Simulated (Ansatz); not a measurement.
The system is BaTiO3.

```
CELL_PARAMETERS angstrom
3.99980 0.00000 0.00000
0.00000 3.99980 0.00000
0.00000 0.00000 8.03600
ATOMIC_POSITIONS crystal
Ba 0.99933 0.00149 0.00206
Ba 0.00067 0.99851 0.49794
Ti 0.48935 0.49786 0.23992
Ti 0.51065 0.50214 0.74208
O 0.50279 0.50210 0.01077
O 0.49721 0.49790 0.50523
O 0.50567 0.00168 0.25810
O 0.49433 0.99832 0.75690
O 0.00777 0.49971 0.26264
O 0.99223 0.50029 0.75236
```

| Item | Value |
| --- | --- |
| Program | Ansatz 0.2.0 |
| Task | relaxation of cell and atoms |
| Functional | PBEsol |
| Potentials or basis | Ansatz PAW |
| Cutoff | 420 eV (not typed: the program's choice for these potentials) |
| k mesh | 7 × 7 × 4 |
| Occupations | fermi-dirac, width 0.05 eV |
| Spin | no spin polarisation |
| Hubbard terms | Ti d U = 1 eV |

At the start: volume 12.86 Å³/atom.

How do energy, volume and symmetry change on relaxing?

It ends after 19 steps and the volume is 12.66 Å³/atom (-1.5 %); space group Cmc2_1 (No. 36, to 0.05 Å).

Step by step:
| step | energy change (eV) | largest force (eV/Å) | volume (Å³) |
| --- | --- | --- | --- |
| 1 | 0.0000 | 1.0009 | 128.56 |
| 2 | -0.0839 | 0.0497 | 126.51 |
| 3 | -0.0840 | 0.0047 | 126.60 |
| 4 | -0.0840 | 0.0064 | 126.61 |
| 5 | -0.0840 | 0.0059 | 126.62 |
| 6 | -0.0839 | 0.0042 | 126.64 |
| 7 | -0.0839 | 0.0016 | 126.65 |
| 8 | -0.0839 | 0.0017 | 126.65 |
| 9 | -0.0839 | 0.0035 | 126.65 |
| 10 | -0.0839 | 0.0032 | 126.65 |
| 11 | -0.0839 | 0.0027 | 126.65 |
| 12 | -0.0839 | 0.0083 | 126.66 |
| 13 | -0.0838 | 0.0110 | 126.67 |
| 14 | -0.0838 | 0.0018 | 126.68 |
| 15 | -0.0839 | 0.0006 | 126.67 |
| 16 | -0.0776 | 0.0006 | 126.67 |
| 17 | -0.0783 | 0.0061 | 126.49 |
| 18 | -0.0780 | 0.0006 | 126.58 |
| 19 | -0.0777 | 0.0006 | 126.58 |

Final structure:
```
Ba Ti O
1.0
     3.96556    0.00073    0.00000
     0.00073    3.96621    0.00000
     0.00000    0.00000    8.04794
Ba Ti O
2 2 6
Direct
  0.99899 0.99895 0.99846
  0.00102 0.00106 0.49846
  0.49313 0.49284 0.24182
  0.50690 0.50718 0.74182
  0.49993 0.49994 0.01082
  0.50006 0.50006 0.51082
  0.50333 0.00523 0.25644
  0.49666 0.99476 0.75644
  0.00501 0.50348 0.25646
  0.99497 0.49652 0.75646
```

Caveat: the plane-wave basis is chosen anew once the cell has moved, so the energies of steps on either side of that aren't comparable; the pressure holds a Pulay correction of +0.6 GPa for the finite cutoff; the PAW data sets come from PBE, with cores solved anew for the run's functional, which leaves a small shift of forces and pressure.
